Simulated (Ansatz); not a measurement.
# Ge: the cost of one run

Computed with Ansatz 0.2.0 (DFT PBE, scalar-relativistic, plane waves, PAW, unless a step's input says otherwise).

1 further run of the same task is left out (set aside as unsound or not needed).

## 1. Starting point

The structure is cubic, space group Fd-3m (No. 227). The conventional cell has a = 5.658 Å, b = 5.658 Å, c = 5.658 Å, α = 90.00°, β = 90.00°, γ = 90.00°. Ge (site symmetry -43m) has 4 Ge at 2.45 Å as nearest neighbours.

As a file:

```cif
data_structure
_symmetry_space_group_name_H-M 'P 1'
_symmetry_Int_Tables_number 1
_cell_length_a 4.0005
_cell_length_b 4.0005
_cell_length_c 4.0005
_cell_angle_alpha 60.000
_cell_angle_beta 60.000
_cell_angle_gamma 60.000
_cell_volume 45.27
loop_
_atom_site_label
_atom_site_type_symbol
_atom_site_fract_x
_atom_site_fract_y
_atom_site_fract_z
_atom_site_occupancy
Ge1 Ge 0.50000 0.50000 0.50000 1
Ge2 Ge 0.75000 0.75000 0.75000 1
```

The structure comes from the Crystallography Open Database.

## 2. A random distortion, cell strained

The change: strain xx, yy, zz, yz, xz, xy = -0.3, +3.2, +1.6, +0.6, +1.5, +2.0 %; atoms moved by 0.10 Å root mean square, at most 0.10 Å.

File input.yaml:

```yaml
crystal:
  lattice:
    - [0.0986674976, 2.9377625081, 2.8920778726]
    - [2.8620646229, 0.0736894585, 2.9170559117]
    - [2.8765479253, 2.9772238496, 0.0592061561]
  atoms:
    - { symbol: Ge, position: [0.5049067262, 0.4977658134, 0.5233316954] }
    - { symbol: Ge, position: [0.7450932738, 0.7522341866, 0.7266683046] }
basis:
  ecutwfc: 420
kpoints:
  mp_grid: { grid: [12, 12, 12] }
hamiltonian:
  xc: pbe
scf:
  occupations: { method: gaussian, width: 0.1 }
output:
  forces: true
  stress: true
  eigenvalues: true
  populations: true
```

Run with:

```sh
ansatz run input.yaml --threads 1 --pin off --max-ram 1331MiB --backend cpu --events-out ev --progress --plain --runs-dir out
```

**Question.** How long does this run take on 1 thread of an x86-64 CPU, shared host, and how much memory does it need?

About 24 s, with a peak of 0.94 GiB.
